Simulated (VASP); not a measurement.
Crystal: Ir.

```
Ir
1.0
     0.00000    2.46267    3.90846
     1.72745    0.00000    3.90846
     1.72745    2.46267    0.00000
Ir
2
Direct
  0.08710 0.08710 0.91290
  0.91290 0.91290 0.08710
```

The cell was built by a generator and needn't be a form met in nature.

```yaml
Program: VASP 6.6.1
Task: relaxation of cell and atoms
Functional: PBE
Potentials_or_basis: VASP PAW PBE potentials, release 64 (Ir)
Cutoff: 600 eV
k_mesh: 6 × 6 × 6
Occupations: gaussian, width 0.1 eV
Spin: no spin polarisation
```

At the start: pressure 250.1 GPa; volume 16.63 Å³/atom.

Task: Where does the relaxation end?

Result: Over 28 steps the energy falls by 17012.2 meV/atom and the volume is 15.41 Å³/atom (-7.3 %); space group Fmmm (No. 69, to 0.05 Å).

Step by step:
| step | energy change (eV) | largest force (eV/Å) | pressure (GPa) | volume (Å³) |
| --- | --- | --- | --- | --- |
| 1 | 0.0000 | 118.2304 | 250.11 | 33.25 |
| 2 | 45.8041 | 1.0516 | -47.63 | 152.38 |
| 3 | 18.6080 | 5.7993 | -73.04 | 129.59 |
| 4 | 24.3198 | 9.1700 | 18.12 | 107.76 |
| 5 | -29.2183 | 2.8422 | -30.67 | 71.05 |
| 6 | -29.1510 | 2.9316 | -30.16 | 68.71 |
| 7 | -28.8957 | 2.5218 | -29.38 | 64.55 |
| 8 | -30.0884 | 1.3270 | -38.23 | 48.99 |
| 9 | -23.6287 | 35.9178 | 60.42 | 41.15 |
| 10 | -30.1719 | 1.0567 | -38.97 | 48.33 |
| 11 | -31.0465 | 1.5684 | -26.49 | 44.74 |
| 12 | -31.0503 | 0.5081 | -30.27 | 45.21 |
| 13 | -31.0579 | 1.0179 | -28.43 | 44.97 |
| 14 | -31.5974 | 4.0843 | 90.35 | 27.08 |
| 15 | -32.9607 | 2.9106 | 1.78 | 33.25 |
| 16 | -32.9681 | 2.9773 | 4.69 | 32.87 |
| 17 | -33.2651 | 0.0822 | 39.11 | 28.84 |
| 18 | -33.5729 | 0.5791 | 14.95 | 30.40 |
| 19 | -33.7483 | 0.0955 | -5.21 | 31.97 |
| 20 | -33.9477 | 0.1940 | -2.15 | 31.36 |
| 21 | -34.0151 | 0.4309 | -0.16 | 30.87 |
| 22 | -34.0154 | 0.4181 | -0.36 | 30.90 |
| 23 | -34.0232 | 0.1441 | 0.40 | 30.77 |
| 24 | -34.0233 | 0.1086 | 0.66 | 30.76 |
| 25 | -34.0240 | 0.0163 | -0.93 | 30.89 |
| 26 | -34.0241 | 0.0358 | -0.61 | 30.86 |
| 27 | -34.0244 | 0.0180 | 0.13 | 30.79 |
| 28 | -34.0244 | 0.0039 | -0.12 | 30.81 |

Final structure:
```
Ir
1.0
     0.00000    2.31885    4.96147
     1.33912    0.00000    4.96147
     1.33912    2.31885    0.00000
Ir
2
Direct
  0.62798 0.62798 0.37202
  0.37202 0.37202 0.62799
```

Caveat: the k mesh is coarse (spacing up to 0.39 Å⁻¹), so the values aren't converged.
